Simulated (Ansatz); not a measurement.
## NbP under changes of volume

One of the cells (16.103 Å³/atom); the others are scaled copies at fixed shape and fractional positions:

```
CELL_PARAMETERS angstrom
-1.67492 1.67492 5.74011
1.67492 -1.67492 5.74011
1.67492 1.67492 -5.74011
ATOMIC_POSITIONS crystal
Nb 0.24988 0.74988 0.50000
Nb 0.49988 0.49988 0.00000
P 0.83275 0.33275 0.50000
P 0.08275 0.08275 0.00000
```

The cell is a database's computed one.

* Program: Ansatz 0.2.0
* Functional: LDA
* Potentials or basis: Ansatz PAW
* Cutoff: 420 eV (not typed: the program's choice for these potentials)
* k mesh: 11 × 11 × 11
* Occupations: fermi-dirac, width 0.05 eV
* Spin: no spin polarisation

| volume (Å³/atom) | energy over the lowest point (meV/atom) | pressure (GPa) | largest force (eV/Å) |
| --- | --- | --- | --- |
| 15.137 | 1.07 | 2.8 | 0.039 |
| 15.459 | 0.00 | -1.7 | 0.030 |
| 15.781 | 7.54 | -5.7 | 0.022 |
| 16.103 | ? | ? | ? |
| 16.425 | 44.90 | -12.6 | 0.008 |
| 16.747 | 73.19 | -15.5 | 0.002 |
| 17.069 | 106.98 | -18.1 | 0.003 |

Question: What does the run at 16.103 Å³/atom give?

Answer: Energy over the lowest point 22.77 meV/atom; pressure -9.4 GPa; largest force 0.015 eV/Å.

Worked out: A Birch-Murnaghan fit of order 3 (a polynomial in V^(-2/3)) to the other rows has its minimum at 15.33 Å³/atom with B0 = V·E''(V) = 213 GPa and B' = 4.3 at fixed shape and positions, which overstates the stiffness. It gives 22.78 meV/atom at 16.103 Å³/atom, against the run's 22.77, and -dE/dV = -9.4 GPa, against -9.4.

Energies are extrapolated to zero smearing.

Caveats: the PAW data sets come from PBE, with cores solved anew for the run's functional, which leaves a small shift of forces and pressure.
